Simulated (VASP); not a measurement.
# LiSe (Fm-3m) in VASP: density of states with PBE

Aim: the density of states of LiSe with PBE.

Everything below comes from runs of VASP 6.6.1. Logs are shortened: lines on timing, memory, paths and dates and some standing lists are left out, and cuts for length are marked.

**1. The structure**

The structure is cubic, space group Fm-3m (No. 225). The conventional cell has a = 5.253 Å, b = 5.253 Å, c = 5.253 Å, α = 90.00°, β = 90.00°, γ = 90.00°. Li (site symmetry m-3m) has 6 Se at 2.63 Å as nearest neighbours. Se (site symmetry m-3m) has 6 Li at 2.63 Å as nearest neighbours.

The cell was built by a generator and needn't be a form met in nature.

**2. Density of states, PBE**

POSCAR reads:

```
LiSe
1.0
    0.0000000000      2.6264030000      2.6264030000
    2.6264030000      0.0000000000      2.6264030000
    2.6264030000      2.6264030000      0.0000000000
Li Se
1 1
Direct
    0.0000000000      0.0000000000      0.0000000000
    0.5000000000      0.5000000000      0.5000000000
```

INCAR.step1 reads:

```
SYSTEM = LiSe
PREC = Accurate ; ENCUT = 520
EDIFF = 1E-6 ; ISMEAR = -1
SIGMA = 0.0233 ; LREAL = .False.
LASPH = .True. ; NELM = 80
ALGO = Fast ; ISIF = 2
LWAVE = .False. ; LCHARG = .True.
GGA = PE ; NBANDS = 12
```

KPOINTS.step1 reads:

```
Automatic mesh
0
Gamma
  11 11 11
  0 0 0
```

INCAR.step2 reads:

```
SYSTEM = LiSe
PREC = Accurate ; ENCUT = 520
EDIFF = 1E-6 ; ISMEAR = -5
SIGMA = 0.0233 ; LREAL = .False.
LASPH = .True. ; NELM = 80
ALGO = Fast ; ISIF = 2
LWAVE = .False. ; LCHARG = .False.
GGA = PE ; LORBIT = 11
NBANDS = 12 ; NEDOS = 2001
ICHARG = 11
```

KPOINTS.step2 reads:

```
Automatic mesh
0
Gamma
  17 17 17
  0 0 0
```

Potentials or basis: VASP PAW PBE potentials, release 64 (Li_sv, Se).

Run with:

```bash
> cat potpaw_PBE.64/Li_sv/POTCAR potpaw_PBE.64/Se/POTCAR > POTCAR
> cp INCAR.step1 INCAR
> cp KPOINTS.step1 KPOINTS
> mpirun -np 1 vasp_std > vasp.out
> cp INCAR.step2 INCAR
> cp KPOINTS.step2 KPOINTS
> mpirun -np 1 vasp_std > vasp.out
```

OUTCAR:

```text
SYSTEM = LiSe
   PREC = Accurate
   ENCUT = 520
   EDIFF = 1E-6
   ISMEAR = -5
   LREAL = .False.
   LASPH = .True.
   NELM = 80
   ISIF = 2
   GGA = PE
   LORBIT = 11
   ICHARG = 11

 ion  position               nearest neighbor table
   1  0.000  0.000  0.000-   2 2.63   2 2.63   2 2.63   2 2.63   2 2.63   2 2.63
   2  0.500  0.500  0.500-   1 2.63   1 2.63   1 2.63   1 2.63   1 2.63   1 2.63

  LATTYP: Found a face centered cubic cell.
 ALAT       =     5.2528060000

  Lattice vectors:

 A1 = (   0.0000000000,   2.6264030000,   2.6264030000)
 A2 = (   2.6264030000,   0.0000000000,   2.6264030000)
 A3 = (   2.6264030000,   2.6264030000,   0.0000000000)

Analysis of symmetry for initial positions (statically):
=====================================================================
 Subroutine PRICEL returns:
 Original cell was already a primitive cell.

 Routine SETGRP: Setting up the symmetry group for a
 face centered cubic supercell.

 Subroutine GETGRP returns: Found 48 space group operations
 (whereof 48 operations were pure point group operations)
 out of a pool of 48 trial point group operations.

The static configuration has the point symmetry O_h .

Analysis of symmetry for dynamics (positions and initial velocities):
=====================================================================
 Subroutine PRICEL returns:
 Original cell was already a primitive cell.

 Routine SETGRP: Setting up the symmetry group for a
 face centered cubic supercell.

 Subroutine GETGRP returns: Found 48 space group operations
 (whereof 48 operations were pure point group operations)
 out of a pool of 48 trial point group operations.

The dynamic configuration has the point symmetry O_h .

 Subroutine INISYM returns: Found 48 space group operations
 (whereof 48 operations are pure point group operations),
 and found     1 'primitive' translations

----------------------------------------------------------------------------------------

                                     Primitive cell

  volume of cell :      36.2338

  direct lattice vectors                    reciprocal lattice vectors
     0.000000000  2.626403000  2.626403000    -0.190374440  0.190374440  0.190374440
     2.626403000  0.000000000  2.626403000     0.190374440 -0.190374440  0.190374440
     2.626403000  2.626403000  0.000000000     0.190374440  0.190374440 -0.190374440

  length of vectors
     3.714294743  3.714294743  3.714294743     0.329738202  0.329738202  0.329738202

  position of ions in fractional coordinates (direct lattice)
     0.000000000  0.000000000  0.000000000
     0.500000000  0.500000000  0.500000000

[... 98 lines left out ...]
     AMIX_MAG =   1.60;   BMIX_MAG =  1.00
  volume/ion in A,a.u.               =      18.12       122.26
  Fermi-wavevector in a.u.,A,eV,Ry     =   1.029084  1.944687 14.408768  1.059015
  Thomas-Fermi vector in A             =   2.163114
   LORBIT       =     11    0 simple, 1 ext, 2 COOP (PROOUT), +10 PAW based schemes
   GGA     = PE    functional components
   LHFCALC =     F    Hartree Fock is set to
   AEXX    =    0.0000 exact exchange contribution
   IVDW    =     0    specifies the selected vdW correction
   LEPSILON=     F    determine dielectric tensor
   LRPA    =     F    only Hartree local field effects (RPA)
 non-spin polarized calculation
 RMM-DIIS sequential band-by-band and
 Fermi weights with tetrahedron method with Bloechl corrections
  energy-cutoff  :      520.00
  volume of cell :       36.23
 maximum number of plane-waves:       990

 number of electron       9.0000006 magnetization

 Free energy of the ion-electron system (eV)
  ---------------------------------------------------
  ext. energy  EPLUGINS =         0.00000000
  ---------------------------------------------------
  free energy    TOTEN  =        -6.60498093 eV

  energy without entropy =       -6.60498093  energy(sigma->0) =       -6.60498093

 E-fermi :   2.0942     XC(G=0):  -9.1689

 val. band max:        2.1595034021   @ k =   0.1176   0.1176   0.0000
 cond. band min:       2.0791494946   @ k =   0.2353   0.1765   0.0000
 fundamental gap:     -0.0803539075
 Fermi energy:         2.0942414853

 k-point     1 :       0.0000    0.0000    0.0000
  band No.  band energies     occupation
      1     -42.5830      2.00000
      2     -10.5204      2.00000
      3       2.8412      0.00000
      4       2.8412      0.00000
      5       2.8412      0.00000
      6       8.0634      0.00000
      7      11.8271      0.00000
      8      11.8271      0.00000
      9      11.8271      0.00000
     10      14.1250      0.00000
     11      14.1250      0.00000
     12      14.1250      0.00000
[... 331 lines left out ...]
 k-point    24 :      -0.1176    0.0588    0.0000
  band No.  band energies     occupation
      1     -42.5826      2.00000
      2     -10.3546      2.00000
      3       1.7408      2.09568
      4       2.5165      0.00000
      5       2.8482      0.00000
      6       8.7097      0.00000
      7      11.0631      0.00000
      8      11.6429      0.00000
      9      11.9047      0.00000
     10      12.3432      0.00000
     11      13.6958      0.00000
     12      14.5547      0.00000

 [... further k-points ...]

------------------------ aborting loop because EDIFF is reached ----------------------------------------

  FORCE on cell =-STRESS in cart. coord.  units (eV):
  Direction    XX          YY          ZZ          XY          YZ          ZX
  --------------------------------------------------------------------------------------
  -------------------------------------------------------------------------------------
  Total        0.0902504      0.0902504      0.0902504      0.0000000      0.0000000     -0.0000000
  in kB        3.9906700      3.9906700      3.9906700      0.0000000      0.0000000     -0.0000000
  external PRESSURE =       3.9906700 kB  Pullay stress =       0.0000000 kB

 VOLUME and BASIS-vectors are now :
 -----------------------------------------------------------------------------
  energy-cutoff  :      520.00
  volume of cell :       36.23
      direct lattice vectors                 reciprocal lattice vectors
     0.000000000  2.626403000  2.626403000    -0.190374440  0.190374440  0.190374440
     2.626403000  0.000000000  2.626403000     0.190374440 -0.190374440  0.190374440
     2.626403000  2.626403000  0.000000000     0.190374440  0.190374440 -0.190374440

 POSITION                                       TOTAL-FORCE (eV/Angst)
 -----------------------------------------------------------------------------------
      0.00000      0.00000      0.00000        -0.000000      0.000000      0.000000
      2.62640      2.62640      2.62640         0.000000     -0.000000     -0.000000
 -----------------------------------------------------------------------------------
    total drift:                                0.000000      0.000000      0.000000

  FREE ENERGIE OF THE ION-ELECTRON SYSTEM (eV)
  ---------------------------------------------------
  free  energy   TOTEN  =        -6.6049809333 eV

  energy  without entropy=       -6.6049809333  energy(sigma->0) =       -6.60498093

 total charge

# of ion       s       p       d       tot
------------------------------------------
    1        2.020   0.056   0.000   2.075
    2        1.477   2.273   0.011   3.761
--------------------------------------------------
tot          3.496   2.329   0.011   5.836
```

OSZICAR.step1:

```text
N       E                     dE             d eps       ncg     rms          rms(c)
DAV:   1     0.265173725676E+02    0.26517E+02   -0.30837E+03  1344   0.625E+02
DAV:   2    -0.505683320831E+01   -0.31574E+02   -0.30662E+02  1672   0.119E+02
DAV:   3    -0.656830027109E+01   -0.15115E+01   -0.14938E+01  1744   0.246E+01
DAV:   4    -0.660581511457E+01   -0.37515E-01   -0.37498E-01  1656   0.393E+00
DAV:   5    -0.660656367580E+01   -0.74856E-03   -0.74853E-03  1780   0.458E-01    0.180E+00
RMM:   6    -0.660639718977E+01    0.16649E-03   -0.12576E-03  1632   0.301E-01    0.106E+00
RMM:   7    -0.660833916680E+01   -0.19420E-02   -0.37191E-03  1774   0.483E-01    0.738E-02
RMM:   8    -0.660852567979E+01   -0.18651E-03   -0.67860E-04  2014   0.204E-01    0.862E-03
RMM:   9    -0.660855071961E+01   -0.25040E-04   -0.17844E-04  2177   0.871E-02    0.993E-03
RMM:  10    -0.660856351379E+01   -0.12794E-04   -0.70453E-05  2116   0.507E-02    0.168E-02
RMM:  11    -0.660856476832E+01   -0.12545E-05   -0.26098E-05  2027   0.298E-02    0.134E-02
RMM:  12    -0.660856606701E+01   -0.12987E-05   -0.10993E-05  1766   0.186E-02    0.137E-02
RMM:  13    -0.660856571721E+01    0.34980E-06   -0.43354E-06  1525   0.116E-02
   1 F= -.66085657E+01 E0= -.66073272E+01  d E =-.247704E-02
```

Wall time 88 s (1 thread of Intel Xeon Platinum 8488C (Sapphire Rapids), shared host); peak memory 0.19 GiB.

Results:

* Valence electrons inside the program's atomic spheres: Li 2.08; Se 3.76

Levels at points of the mesh, in eV from the Fermi level:
```
           k point  band 3  band 4  band 5  band 6  band 7  band 8
(0.00, 0.00, 0.00)    0.75    0.75    0.75    5.97    9.73    9.73
```

States per cell in windows of 1 eV (zero at the Fermi level; states under -8 eV left out):
```csv
from (eV),total,Se2_p,Se2_d,Li1_p,Se2_s,Li1_s,Li1_d
-8.0,0.00,0.00,0.00,0.00,0.00,0.00,0.00
-7.0,0.00,0.00,0.00,0.00,0.00,0.00,0.00
-6.0,0.00,0.00,0.00,0.00,0.00,0.00,0.00
-5.0,0.00,0.00,0.00,0.00,0.00,0.00,0.00
-4.0,0.93,0.35,0.00,0.01,0.01,0.01,0.00
-3.0,1.11,0.45,0.00,0.01,0.02,0.01,0.00
-2.0,1.16,0.53,0.00,0.02,0.01,0.01,0.00
-1.0,1.77,0.93,0.00,0.02,0.01,0.01,0.00
0.0,1.03,0.61,0.00,0.01,0.00,0.00,0.00
1.0,0.00,0.00,0.00,0.00,0.00,0.00,0.00
2.0,0.00,0.00,0.00,0.00,0.00,0.00,0.00
3.0,0.00,0.00,0.00,0.00,0.00,0.00,0.00
4.0,0.00,0.00,0.00,0.00,0.00,0.00,0.00
5.0,0.20,0.00,0.02,0.01,0.01,0.01,0.00
6.0,1.59,0.05,0.15,0.10,0.09,0.06,0.00
7.0,1.69,0.09,0.19,0.17,0.03,0.04,0.00
```

Caveat: the cutoff is under 1.25 times the usual one of these potentials, so pressure, stress and relaxed cells hold a basis-set (Pulay) error; tetrahedron occupations give inexact forces and stress in metals.
